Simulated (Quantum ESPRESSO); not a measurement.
SnTe:

```
Te Sn
1.0
     0.00000    3.61115    3.61115
     3.61115    0.00000    3.61115
     3.61115    3.61115    0.00000
Te Sn
1 1
Direct
  0.25000 0.25000 0.25000
  0.00000 0.00000 0.00000
```

Measurements of this composition are mostly on another form, of space group No. 225.

| Item | Value |
| --- | --- |
| Program | Quantum ESPRESSO 7.5 |
| Task | phonon dispersion |
| Functional | PBE |
| Potentials or basis | JTH 2.0 PBE |
| Cutoff | 707 eV |
| Density cutoff | 4245 eV |
| k mesh | 4 × 4 × 4, shifted |
| Occupations | fermi-dirac, width 0.05 eV |
| Spin | no spin polarisation |
| Mixing beta | 0.5 |
| Most SCF iterations | 120 |
| SCF threshold | 4e-10 Ry |
| q mesh | 2 × 2 × 2 |

The cell and the atoms were relaxed first, to 46.67 Å³/atom (a = 5.092 Å, b = 5.092 Å, c = 5.092 Å, α = 60.00°, β = 60.00°, γ = 60.00°), and the response was taken there.

The first run showed a gap, so the response started from a second, tighter run with fixed occupations.

Q: Is this structure dynamically stable at this level, and how far does the spectrum reach?

A: No: the interpolated spectrum has imaginary modes, down to 29i cm⁻¹ near W. The highest frequency is 121 cm⁻¹.

Phonon frequencies at the corners of the path (cm⁻¹, interpolated; i marks imaginary ones):
```csv
point,frequencies
Γ,0 0 0 106 106 121
X,28i 28i 76 76 92 98
W,29i 41 67 87 91 94
K,18i 25 69 83 92 100
L,7i 7i 64 101 101 112
U,18i 25 69 83 92 100
```

Phonon states per cell in windows of 10 cm⁻¹ (negative: imaginary):
| from (cm⁻¹) | total | Te | Sn |
| --- | --- | --- | --- |
| -30 | 0.23 | 0.19 | 0.04 |
| -20 | 0.45 | 0.32 | 0.13 |
| -10 | 0.37 | 0.23 | 0.14 |
| 0 | 0.16 | 0.10 | 0.06 |
| 10 | 0.24 | 0.16 | 0.08 |
| 20 | 0.30 | 0.21 | 0.10 |
| 30 | 0.27 | 0.18 | 0.09 |
| 40 | 0.04 | 0.02 | 0.02 |
| 50 | 0.18 | 0.12 | 0.06 |
| 60 | 0.66 | 0.47 | 0.19 |
| 70 | 0.11 | 0.05 | 0.07 |
| 80 | 0.37 | 0.08 | 0.29 |
| 90 | 1.35 | 0.46 | 0.89 |
| 100 | 1.06 | 0.34 | 0.72 |
| 110 | 0.18 | 0.07 | 0.11 |
| 120 | 0.00 | 0.00 | 0.00 |

A q mesh this small can miss soft modes between its points.

Caveat: some modes are imaginary; the q mesh is small, so phonon branches between its points and thermal values are rough.
